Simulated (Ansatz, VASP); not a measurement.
**One calculation of BeTe, two programs**

File INCAR:

```
SYSTEM = BeTe
PREC = Accurate
ENCUT = 520
EDIFF = 1E-7
ISMEAR = -1
SIGMA = 0.03
LREAL = .FALSE.
LASPH = .TRUE.
NELM = 100
ALGO = Normal
ISIF = 2
LWAVE = .FALSE.
LCHARG = .FALSE.
GGA = PE
NBANDS = 11
```

File KPOINTS:

```
Automatic mesh
0
G
  6 6 6
  0 0 0
```

POSCAR

```
BeTe
1.0
    0.0000000000      2.7700000000      2.7700000000
    2.7700000000      0.0000000000      2.7700000000
    2.7700000000      2.7700000000      0.0000000000
Te Be
1 1
Direct
    0.7500000000      0.7500000000      0.7500000000
    0.0000000000      0.0000000000      0.0000000000
```

File input.yaml:

```yaml
crystal:
  lattice:
    - [0.0, 2.77, 2.77]
    - [2.77, 0.0, 2.77]
    - [2.77, 2.77, 0.0]
  atoms:
    - { symbol: Te, position: [0.75, 0.75, 0.75] }
    - { symbol: Be, position: [0.0, 0.0, 0.0] }
kpoints:
  mp_grid: { grid: [6, 6, 6] }
scf:
  occupations: { method: fermi_dirac, width: 0.03 }
hamiltonian:
  xc: pbe
  pseudopotentials: { kind: all_electron, lapw: { basis_error: 0.002 } }
output:
  forces: true
  stress: true
  eigenvalues: true
```

Alike in both runs: task single point; functional PBE; k mesh 6 × 6 × 6; occupations fermi-dirac, width 0.03 eV; no spin polarisation.

|  | VASP | Ansatz |
| --- | --- | --- |
| version | VASP 6.6.1 | Ansatz 0.2.0 |
| potentials or method | VASP PAW PBE potentials, release 64 (Te, Be) | all-electron LAPW, scalar-relativistic |
| plane-wave cutoff (eV) | 520 | see its input |

Ansatz gave:

```
gap on the k mesh at the Fermi level (eV) : 1.86
least direct gap on the mesh (eV)         : 3.58
pressure (GPa)                            : 4.3
```

Task: Which values does VASP return?

Result: gap on the k mesh at the Fermi level (eV): 1.85; least direct gap on the mesh (eV): 3.56; pressure (GPa): 4.5.

Ansatz ran all-electron here, so the differences hold the error of VASP's frozen core and of both bases.

Caveats: spin-orbit coupling is left out, which moves the levels of the heavy elements. A k mesh can miss the band edges.
